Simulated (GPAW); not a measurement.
**CdSe (honeycomb monolayer): G0W0 on several meshes in GPAW**

Wanted: mesh dependence and cost of G0W0 for CdSe (honeycomb monolayer).

Program: GPAW 26.7.0. Level of theory: LDA and many-body steps on it, plane waves. Results are calculated unless marked as measured.

This is a report of a sequence of runs, with most program output left out.

**1. Set-up**

The cell holds 2 atoms: 1 Cd and 1 Se. Its edges and angles: a = 4.301 Å, b = 4.301 Å, c = 11.400 Å, α = 90.0°, β = 90.0°, γ = 120.0°. Vacuum lies along c.

Structure file:

```xyz
2
Lattice="4.3011 0.0000 0.0000 -2.1505 3.7248 0.0000 0.0000 0.0000 11.4000" Properties=species:S:1:pos:R:3
Cd    0.0000    2.4832    5.5350
Se    2.1505    1.2416    5.8650
```

The structure was relaxed with LDA. The runs that relaxed it are not among those shown.

**2. Empty states on the mesh, 6×6×1 mesh, 306 bands**

This step: GPAW 26.7.0; DFT, LDA, plane waves, PAW.

The sums over transitions need many empty states on a uniform mesh; this step solves for them.

Input file run.py:

```python
import json
import numpy as np
from gpaw.mpi import world
from gpaw import GPAW

calc = GPAW('gs.gpw').fixed_density(kpts={'size': (6, 6, 1), 'gamma': True},
    parallel={'domain': 1, 'band': 1},
    txt='nscf.txt')
calc.diagonalize_full_hamiltonian(nbands=306)
calc.write('full.gpw', mode='all')
res = {}
kpts = calc.get_ibz_k_points()
res['kpts'] = kpts
res['eigenvalues'] = [calc.get_eigenvalues(kpt=k) for k in range(len(kpts))]
res['n_electrons'] = calc.get_number_of_electrons()

if world.rank == 0:
    with open('result.json', 'w') as f:
        json.dump(res, f, default=lambda x: x.tolist())
```

Launch:

```console
> mpirun -n 4 gpaw python run.py
```

It took 1.9 min on 4 MPI ranks of Arm Neoverse V1, shared host; peak memory 5.2 GiB; 7.7 min of CPU time.

Numbers from this step:

```
gap                                                           : 1.195 eV
k of the valence top                                          : 0, 0, 0
k of the conduction bottom                                    : 0, 0, 0
least direct gap                                              : 1.195 eV
k points computed                                             : 7
lowest point of the top converged band, above the valence top : 79.5081 eV
```

On this mesh the gap is 1.195 eV.

**3. 6×6×1**

G0W0 replaces the xc potential by the self-energy, built once from these orbitals. Only a window of levels is corrected, while the sums run over the empty bands that the input names.

This step: G0W0 on LDA, plane waves, PAW.

Input file run.py:

```python
import json
import numpy as np
from gpaw.mpi import world
from gpaw.response.g0w0 import G0W0

gw = G0W0('full.gpw',
    filename='gw',
    kpts=[0],
    bands=(7, 11),
    ecut=24,
    nbands=48,
    truncation='2D',
    integrate_gamma='sphere',
    q0_correction=True,
    frequencies={'type': 'nonlinear', 'domega0': 0.15, 'omega2': 15.0},
    eta=0.1,
    nblocksmax=True)
gw.calculate()
res = {mode: {k: v for k, v in r.items() if k != 'sigma_eskwn'}
       for mode, r in gw.all_results.items()}

if world.rank == 0:
    with open('result.json', 'w') as f:
        json.dump(res, f, default=lambda x: x.tolist())
```

Launch:

```console
> mpirun -n 4 gpaw python run.py
```

Wall time 19 s (4 MPI ranks); peak memory 1.7 GiB; 74 s of CPU time.

This step gave:

* G0W0 gap on the points computed: 2.928 eV
* least direct G0W0 gap on the computed points: 2.928 eV
* Z at the valence top: 0.7283
* Z at the conduction bottom: 0.7448
* starting gap on the mesh: 1.195 eV
* k of the valence top: 0, 0, 0
* k of the conduction bottom: 0, 0, 0

The gap on the mesh goes from 1.19 eV to 2.93 eV, a correction of +1.73 eV.

**4. Empty states on the mesh, 9×9×1 mesh, 58 bands**

This step: DFT, LDA, plane waves, PAW.

Input file run.py:

```python
import json
import numpy as np
from gpaw.mpi import world
from gpaw import GPAW

calc = GPAW('gs.gpw').fixed_density(kpts={'size': (9, 9, 1), 'gamma': True},
    nbands=67,
    convergence={'bands': 58},
    txt='nscf.txt')
calc.write('full.gpw', mode='all')
res = {}
kpts = calc.get_ibz_k_points()
res['kpts'] = kpts
res['eigenvalues'] = [calc.get_eigenvalues(kpt=k) for k in range(len(kpts))]
res['n_electrons'] = calc.get_number_of_electrons()

if world.rank == 0:
    with open('result.json', 'w') as f:
        json.dump(res, f, default=lambda x: x.tolist())
```

Launch:

```console
> mpirun -n 4 gpaw python run.py
```

Run time: 19 s. Hardware: 4 MPI ranks; peak memory 0.86 GiB; 75 s of CPU time.

This step gave:

```
gap                                                           : 1.195 eV
k of the valence top                                          : 0, 0, 0
k of the conduction bottom                                    : 0, 0, 0
least direct gap                                              : 1.195 eV
k points computed                                             : 12
lowest point of the top converged band, above the valence top : 24.98 eV
```

On this mesh the gap is 1.195 eV.

**5. 9×9×1**

This step: G0W0 on LDA, plane waves, PAW.

Input file run.py:

```python
import json
import numpy as np
from gpaw.mpi import world
from gpaw.response.g0w0 import G0W0

gw = G0W0('full.gpw',
    filename='gw',
    kpts=[0],
    bands=(7, 11),
    ecut=24,
    nbands=48,
    truncation='2D',
    integrate_gamma='sphere',
    q0_correction=True,
    frequencies={'type': 'nonlinear', 'domega0': 0.15, 'omega2': 15.0},
    eta=0.1,
    nblocksmax=True)
gw.calculate()
res = {mode: {k: v for k, v in r.items() if k != 'sigma_eskwn'}
       for mode, r in gw.all_results.items()}

if world.rank == 0:
    with open('result.json', 'w') as f:
        json.dump(res, f, default=lambda x: x.tolist())
```

Launch:

```console
> mpirun -n 4 gpaw python run.py
```

Elapsed: 52 s, on 4 MPI ranks; peak memory 1.5 GiB.

This step gave:

```
G0W0 gap on the points computed              : 2.988 eV
least direct G0W0 gap on the computed points : 2.988 eV
Z at the valence top                         : 0.7505
Z at the conduction bottom                   : 0.7749
starting gap on the mesh                     : 1.195 eV
k of the valence top                         : 0, 0, 0
k of the conduction bottom                   : 0, 0, 0
```

Against G0W0 in GPAW (6×6×1 mesh, 48 bands, screening to 24 eV, full frequency, Hilbert transform), the gap moves by +0.060 eV.

**6. The runs together**

Times are wall times on 4 MPI ranks of Arm Neoverse V1, shared host, good to a factor of about two.

```tsv
run	mesh	bands	screening cutoff (eV)	DFT gap (eV)	gap on the mesh (eV)	direct (eV)	time
6×6×1	6×6×1	48	24	1.195	2.928	2.928	19 s
9×9×1	9×9×1	48	24	1.195	2.988	2.988	52 s
```

**7. What came out**

```yaml
6x6x1: 2.928 eV
9x9x1: 2.988 eV
known_limits: not at the basis limit; no spin-orbit coupling
```

**Reading.** 9×9×1: +0.060 eV against 6×6×1. Bands and cutoff are finite, so the gap is not at the basis limit. The miss can reach some tenths of an eV and take either sign; the mesh is an error of its own. These stock PAW sets were not made for GW; the filled d or f shell of Se lies in the frozen core, which bears on start and correction. In the G0W0 runs levels were corrected at 1 k point alone, so a gap called «on the mesh» is the least over those, and an edge elsewhere would be missed. Mesh or cutoff lie under what a gap needs, so these runs test behaviour and cost; their gaps are not to be quoted. The many-body steps are scalar-relativistic: spin-orbit coupling is not in them.

[Paths, hosts, dates, memory and timing lines, banners, echoed tables and standing remarks are left out of the program output.]

[Logs are printed without paths, hosts, clocks, repeated set-up lines and the standing remarks that a program may print on its own settings, such as how far it seeks lower states.]

[Runs of the session that timed out or met a known fault of the program may be left out.]

[Hosts, paths, dates, database ids (printed as entryN), source tags and the programs' standing remarks are cut or masked in the printed files.]
